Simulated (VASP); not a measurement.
# Be (P4/mmm) in VASP: settings compared

Aim: see how the results for Be move with the level of theory and the settings. Levels: PBE, RPBE+D4, LDA. Tasks: relaxation of cell and atoms, relaxation of the atoms.

Program: VASP 6.6.1. These are calculated values, not measurements. Logs are shortened: lines on timing, memory, paths and dates and some standing lists are left out, and cuts for length are marked.

## Step 1: The crystal as given

The structure is tetragonal, space group P4/mmm (No. 123). The conventional cell has a = 2.021 Å, b = 2.021 Å, c = 2.662 Å, α = 90.00°, β = 90.00°, γ = 90.00°. Be (site symmetry 4/mmm) is surrounded by 4 Be at 2.02 Å.

The cell was built by a generator and needn't be a form met in nature.

## Step 2: Relaxation of cell and atoms, PBE

The input, INCAR:

```
PREC     = Accurate       # precision mode
ENCUT    = 600            # plane-wave cutoff, eV
EDIFF    = 1E-7           # SCF threshold, eV
ISMEAR   = 1              # smearing method
SIGMA    = 0.2            # smearing width, eV
LREAL    = F              # projectors in reciprocal space
LASPH    = T              # aspherical terms in the spheres
NELM     = 80             # most SCF steps
ALGO     = Normal         # electronic algorithm
ISIF     = 3              # what is computed and relaxed
LWAVE    = F              # write WAVECAR
LCHARG   = F              # write CHGCAR
GGA      = PE             # functional
IBRION   = 2              # ionic algorithm
NSW      = 60             # ionic steps
EDIFFG   = -0.02          # ionic threshold
```

The input, KPOINTS:

```
Automatic mesh
0
Gamma
  13 13 10
```

The input, POSCAR:

```
Be
1.0
    2.0208100000      0.0000000000      0.0000000000
    0.0000000000      2.0208100000      0.0000000000
    0.0000000000      0.0000000000      2.6616400000
Be
1
Direct
    0.0000000000      0.0000000000      0.5000000000
```

Potentials or basis: VASP PAW PBE potentials, release 64 (Be).

Command:

```console
$ cat potpaw_PBE.64/Be/POTCAR > POTCAR
$ mpirun -np 1 vasp_std > vasp.out
```

OUTCAR:

```text
PREC = Accurate
   ENCUT = 600
   EDIFF = 1E-7
   ISMEAR = 1
   LREAL = F
   LASPH = T
   NELM = 80
   ISIF = 3
   GGA = PE
   IBRION = 2
   NSW = 60
   EDIFFG = -0.02

 ion  position               nearest neighbor table
   1  0.000  0.000  0.500-

  LATTYP: Found a simple tetragonal cell.
 ALAT       =     2.0208100000
 C/A-ratio  =     1.3171154141

  Lattice vectors:

 A1 = (   2.0208100000,   0.0000000000,   0.0000000000)
 A2 = (   0.0000000000,   2.0208100000,   0.0000000000)
 A3 = (   0.0000000000,   0.0000000000,   2.6616400000)

Analysis of symmetry for initial positions (statically):
=====================================================================
 Subroutine PRICEL returns:
 Original cell was already a primitive cell.

 Routine SETGRP: Setting up the symmetry group for a
 simple tetragonal supercell.

 Subroutine GETGRP returns: Found 16 space group operations
 (whereof 16 operations were pure point group operations)
 out of a pool of 16 trial point group operations.

The static configuration has the point symmetry D_4h.

Analysis of symmetry for dynamics (positions and initial velocities):
=====================================================================
 Subroutine PRICEL returns:
 Original cell was already a primitive cell.

 Routine SETGRP: Setting up the symmetry group for a
 simple tetragonal supercell.

 Subroutine GETGRP returns: Found 16 space group operations
 (whereof 16 operations were pure point group operations)
 out of a pool of 16 trial point group operations.

The dynamic configuration has the point symmetry D_4h.

 Subroutine INISYM returns: Found 16 space group operations
 (whereof 16 operations are pure point group operations),
 and found     1 'primitive' translations

----------------------------------------------------------------------------------------

                                     Primitive cell

  volume of cell :      10.8693

  direct lattice vectors                    reciprocal lattice vectors
     2.020810000  0.000000000  0.000000000     0.494851075  0.000000000  0.000000000
     0.000000000  2.020810000  0.000000000     0.000000000  0.494851075  0.000000000
     0.000000000  0.000000000  2.661640000     0.000000000  0.000000000  0.375708210

  length of vectors
     2.020810000  2.020810000  2.661640000     0.494851075  0.494851075  0.375708210

  position of ions in fractional coordinates (direct lattice)
     0.000000000  0.000000000  0.500000000

  ion indices of the primitive-cell ions
   primitive index   ion index
                 1           1

----------------------------------------------------------------------------------------

 KPOINTS: Automatic mesh

Automatic generation of k-mesh.
 Grid dimensions read from file:
 generate k-points for:   13   13   10

 Generating k-lattice:

  Cartesian coordinates                     Fractional coordinates (reciprocal lattice)
     0.038065467  0.000000000  0.000000000     0.076923077  0.000000000  0.000000000
     0.000000000  0.038065467  0.000000000     0.000000000  0.076923077  0.000000000
     0.000000000  0.000000000  0.037570821     0.000000000  0.000000000  0.100000000

  Length of vectors
     0.038065467  0.038065467  0.037570821

  Shift w.r.t. Gamma in fractional coordinates (k-lattice)
     0.000000000  0.000000000  0.000000000

 Subroutine IBZKPT returns following result:
 ===========================================

 Found    168 irreducible k-points:

 Following reciprocal coordinates:
            Coordinates               Weight
  0.000000  0.000000  0.000000      1.000000
  0.076923  0.000000  0.000000      4.000000
  0.153846  0.000000  0.000000      4.000000
  0.230769  0.000000  0.000000      4.000000
  0.307692  0.000000  0.000000      4.000000
  0.384615  0.000000  0.000000      4.000000
[... 16 lines left out ...]
  0.307692  0.307692  0.000000      4.000000
  0.384615  0.307692  0.000000      8.000000
 [... further k-points ...]
   k-points           NKPTS =    168   k-points in BZ     NKDIM =    168   number of bands    NBANDS=      5
   number of dos      NEDOS =    301   number of ions     NIONS =      1
   total plane-waves  NPLWV =   6144
   dimension x,y,z NGX =    16 NGY =   16 NGZ =   24
   dimension x,y,z NGXF=    32 NGYF=   32 NGZF=   48
   ions per type =               1
   NGX,Y,Z   is equivalent  to a cutoff of  13.16, 13.16, 14.99 a.u.
   NGXF,Y,Z  is equivalent  to a cutoff of  26.33, 26.33, 29.98 a.u.
 SYSTEM =  unknown system
   PREC   = accura    normal or accurate (medium, high low for compatibility)
   ISTART =      0    job   : 0-new  1-cont  2-samecut
   ICHARG =      2    charge: 1-file 2-atom 10-const
   ISPIN  =      1    spin polarized calculation?
   LNONCOLLINEAR =      F non collinear calculations
   LSORBIT =      F    spin-orbit coupling
   LASPH  =      T    aspherical Exc in radial PAW
   ENCUT  =  600.0 eV  44.10 Ry    6.64 a.u.   4.04  4.04  5.32*2*pi/ulx,y,z
   NELM   =     80;   NELMIN=  2; NELMDL= -5     # of ELM steps
   EDIFF  = 0.1E-06   stopping-criterion for ELM
   LREAL  =      F    real-space projection
   EDIFFG = -.2E-01   stopping-criterion for IOM
   NSW    =     60    number of steps for IOM
   IBRION =      2    ionic relax: 0-MD 1-quasi-New 2-CG
   NFREE  =      1    steps in history (QN), initial steepest desc. (CG)
   ISIF   =      3    stress and relaxation
   ISYM   =      2    0-nonsym 1-usesym 2-fastsym
   POTIM  = 0.5000    time-step for ionic-motion
   TEBEG  =    0.0;   TEEND  =   0.0 temperature during run
   PSTRESS=    0.0 pullay stress
   NELECT =       2.0000    total number of electrons
   NUPDOWN=      -1.0000    fix difference up-down
   EMIN   =  10.00;   EMAX   =-10.00  energy-range for DOS
   EFERMI =   0.00;   METHOD = LEGACY
   ISMEAR =     1;   SIGMA  =   0.20  broadening in eV -4-tet -1-fermi 0-gaus
   EFERMI_NEDOS =   21; number of points for ismear=-14 and -15
   IALGO  =     38    algorithm
   IMIX   =      4    mixing-type and parameters
     AMIX     =   0.40;   BMIX     =  1.00
     AMIX_MAG =   1.60;   BMIX_MAG =  1.00
  volume/ion in A,a.u.               =      10.87        73.35
  Fermi-wavevector in a.u.,A,eV,Ry     =   0.931147  1.759612 11.796714  0.867034
  Thomas-Fermi vector in A             =   2.057609
   LORBIT       =      0    0 simple, 1 ext, 2 COOP (PROOUT), +10 PAW based schemes
   GGA     = PE    functional components
   LHFCALC =     F    Hartree Fock is set to
   AEXX    =    0.0000 exact exchange contribution
   IVDW    =     0    specifies the selected vdW correction
   LEPSILON=     F    determine dielectric tensor
   LRPA    =     F    only Hartree local field effects (RPA)
 conjugate gradient relaxation of ions
 non-spin polarized calculation
 Methfessel and Paxton  Order N= 1 SIGMA  =   0.20
  energy-cutoff  :      600.00
  volume of cell :       10.87
 maximum number of plane-waves:       380
   NGX =  9   NGY =  9   NGZ = 11

 number of electron       2.0000000 magnetization

 Free energy of the ion-electron system (eV)
  ---------------------------------------------------
  ext. energy  EPLUGINS =         0.00000000
  ---------------------------------------------------
  free energy    TOTEN  =        -2.83091809 eV

  energy without entropy =       -2.83106119  energy(sigma->0) =       -2.83096579

 E-fermi :   4.1165     XC(G=0):  -9.4679

 val. band max:        4.0768661046   @ k =   0.3846   0.3077   0.4000
 cond. band min:       4.1186366440   @ k =   0.1538   0.0000   0.3000
 fundamental gap:      0.0417705394
 Fermi energy:         4.1164510220

 k-point     1 :       0.0000    0.0000    0.0000
  band No.  band energies     occupation
      1      -4.9755      2.00000
      2       9.9791      0.00000
      3      16.4222      0.00000
      4      21.8027      0.00000
      5      21.8027      0.00000

 k-point     2 :       0.0769    0.0000    0.0000
  band No.  band energies     occupation
      1      -4.8102      2.00000
      2      10.1750      0.00000
      3      16.2482      0.00000
      4      20.2350      0.00000
      5      21.9743      0.00000

 k-point     3 :       0.1538    0.0000    0.0000
  band No.  band energies     occupation
      1      -4.3172      2.00000
      2      10.7571      0.00000
      3      14.8556      0.00000
      4      18.8424      0.00000
      5      22.4785      0.00000

 k-point     4 :       0.2308    0.0000    0.0000
  band No.  band energies     occupation
      1      -3.5072      2.00000
      2      11.7045      0.00000
      3      12.0983      0.00000
      4      19.1268      0.00000
      5      23.2787      0.00000

 k-point     5 :       0.3077    0.0000    0.0000
  band No.  band energies     occupation
      1      -2.4067      2.00000
      2       9.2337      0.00000
      3      12.9630      0.00000
      4      20.0688      0.00000
      5      24.2907      0.00000

 k-point     6 :       0.3846    0.0000    0.0000
  band No.  band energies     occupation
      1      -1.0938      2.00000
      2       6.6879     -0.00000
      3      14.3846      0.00000
      4      21.3071      0.00000
      5      25.3333      0.00000

 k-point     7 :       0.4615    0.0000    0.0000
  band No.  band energies     occupation
      1       0.1097      2.00000
      2       4.8583     -0.00000
      3      15.5276      0.00000
      4      22.5086      0.00000
      5      24.0275      0.00000

 k-point     8 :       0.0769    0.0769    0.0000
  band No.  band energies     occupation
      1      -4.6443      2.00000
      2      10.3708      0.00000
      3      16.2386      0.00000
      4      19.0162      0.00000
      5      22.0160      0.00000

 k-point     9 :       0.1538    0.0769    0.0000
  band No.  band energies     occupation
      1      -4.1497      2.00000
      2      10.9522      0.00000
      3      15.0441      0.00000
      4      17.8347      0.00000
      5      22.3528      0.00000
[... 73 lines left out ...]
 k-point    19 :       0.2308    0.2308    0.0000
  band No.  band energies     occupation
      1      -1.9933      2.00000
      2      11.8781      0.00000
      3      13.4088      0.00000
      4      15.5216      0.00000
      5      22.5451      0.00000

 k-point    20 :       0.3077    0.2308    0.0000
  band No.  band energies     occupation
      1      -0.8540      2.00000
      2       9.8631      0.00000
      3      14.6453      0.00000
      4      16.1124      0.00000
      5      22.5424      0.00000

 k-point    21 :       0.3846    0.2308    0.0000
  band No.  band energies     occupation
      1       0.5261      2.00000
      2       7.5715     -0.00000
      3      16.0293      0.00000
      4      17.4218      0.00000
      5      22.4024      0.00000

 k-point    22 :       0.4615    0.2308    0.0000
  band No.  band energies     occupation
      1       1.8689      2.00000
      2       5.7266     -0.00000
      3      17.1235      0.00000
      4      18.6862      0.00000
      5      22.0320      0.00000

 k-point    23 :       0.3077    0.3077    0.0000
  band No.  band energies     occupation
      1       0.3127      2.00000
      2       9.3777      0.00000
      3      15.1742      0.00000
      4      15.8585      0.00000
      5      21.8983      0.00000

 k-point    24 :       0.3846    0.3077    0.0000
  band No.  band energies     occupation
      1       1.7325      2.00000
      2       7.9103     -0.00000
      3      15.6397      0.00000
      4      17.2036      0.00000
      5      20.6142      0.00000

 [... further k-points ...]

------------------------ aborting loop because EDIFF is reached ----------------------------------------

  FORCE on cell =-STRESS in cart. coord.  units (eV):
  Direction    XX          YY          ZZ          XY          YZ          ZX
  --------------------------------------------------------------------------------------
  -------------------------------------------------------------------------------------
  Total        0.0118913      0.0118913      0.0107787      0.0000000     -0.0000000      0.0000000
  in kB        1.7528323      1.7528323      1.5888256      0.0000000     -0.0000000      0.0000000
  external PRESSURE =       1.6981634 kB  Pullay stress =       0.0000000 kB

 VOLUME and BASIS-vectors are now :
 -----------------------------------------------------------------------------
  energy-cutoff  :      600.00
  volume of cell :       10.87
      direct lattice vectors                 reciprocal lattice vectors
     2.020810000  0.000000000  0.000000000     0.494851075  0.000000000  0.000000000
     0.000000000  2.020810000  0.000000000     0.000000000  0.494851075  0.000000000
     0.000000000  0.000000000  2.661640000     0.000000000  0.000000000  0.375708210

 POSITION                                       TOTAL-FORCE (eV/Angst)
 -----------------------------------------------------------------------------------
      0.00000      0.00000      1.33082         0.000000      0.000000      0.000000
 -----------------------------------------------------------------------------------
    total drift:                                0.000000      0.000000      0.000000

  FREE ENERGIE OF THE ION-ELECTRON SYSTEM (eV)
  ---------------------------------------------------
  free  energy   TOTEN  =        -2.8309180940 eV

  energy  without entropy=       -2.8310611944  energy(sigma->0) =       -2.83096579

 reached required accuracy - stopping structural energy minimisation
```

Wall time 4.4 s (1 thread of Intel Xeon Platinum 8259CL at 2.50GHz (Skylake/Cascade Lake), shared host); peak memory 0.12 GiB.

Results:

| Item | Value |
| --- | --- |
| Free energy | -2.8309 eV |
| Pressure after relaxing | 0.2 GPa |
| Band gap on the k mesh | none (metal or under the smearing width) |

Final structure:
```yaml
crystal:
  lattice:
    - [2.02081, 0.00000, 0.00000]
    - [0.00000, 2.02081, 0.00000]
    - [0.00000, 0.00000, 2.66164]
  atoms:
    - { symbol: Be, position: [0.00000, 0.00000, 0.50000] }
```

Levels at points of the mesh, in eV from the Fermi level:
| k point | band 1 | band 2 | band 3 | band 4 | band 5 |
| --- | --- | --- | --- | --- | --- |
| (0.00, 0.00, 0.00) | -9.09 | 5.86 | 12.31 | 17.69 | 17.69 |
| (0.00, 0.00, 0.50) | -4.84 | -4.70 | 18.94 | 18.94 | 26.38 |

Caveat: the relaxation stopped at its first step, so nothing moved.

## Step 3: Relaxation of the atoms, RPBE+D4

The input, INCAR:

```
ALGO = Normal
EDIFF = 1E-6
EDIFFG = -0.01
ENCUT = 520
GGA = RP
IBRION = 2
ISIF = 2
ISMEAR = -1
IVDW = 13
LASPH = T
LCHARG = F
LREAL = F
LWAVE = F
NELM = 100
NSW = 60
PREC = Accurate
SIGMA = 0.02
```

The input, KPOINTS:

```
k-points
0
Gamma
  13 13 10
```

The input, POSCAR:

```
Be
2.0208
    1.000004948535      0.000000000000      0.000000000000
    0.000000000000      1.000004948535      0.000000000000
    0.000000000000      0.000000000000      1.317121931908
Be
1
Direct
    0.0000000000      0.0000000000      0.5000000000
```

Potentials or basis: VASP PAW PBE potentials, release 64 (Be).

Command:

```console
$ cat potpaw_PBE.64/Be/POTCAR > POTCAR
$ mpirun -np 1 vasp_std > vasp.out
```

It took 4.7 s on 1 thread of Intel Xeon Platinum 8259CL at 2.50GHz (Skylake/Cascade Lake), shared host; peak memory 0.12 GiB.

Results (log left out):

- Free energy: -2.9826 eV
- Pressure after relaxing: -3.9 GPa
- Band gap on the k mesh: none (metal or under the smearing width)
- Dispersion energy per atom: -0.385 eV

Stress tensor (GPa, compression positive):
```
-2.87  0.00  0.00
 0.00 -2.87  0.00
 0.00  0.00 -5.85
```

Final structure:
```xyz
1
Lattice="2.0208 0.0000 0.0000 0.0000 2.0208 0.0000 0.0000 0.0000 2.6616" Properties=species:S:1:pos:R:3 pbc="T T T"
Be    0.0000    0.0000    1.3308
```

Levels at points of the mesh, in eV from the Fermi level:
| k point | band 1 | band 2 | band 3 | band 4 |
| --- | --- | --- | --- | --- |
| (0.00, 0.00, 0.00) | -9.12 | 5.95 | 12.26 | 17.85 |
| (0.00, 0.00, 0.50) | -4.83 | -4.72 | 19.13 | 19.13 |

Caveat: the relaxation stopped at its first step, so nothing moved; the PAW data sets were made with another functional, which shifts forces and pressure a little; pairwise dispersion overbinds metals, which lowers pressure and volume.

(Part 1 of 2 ends here.)
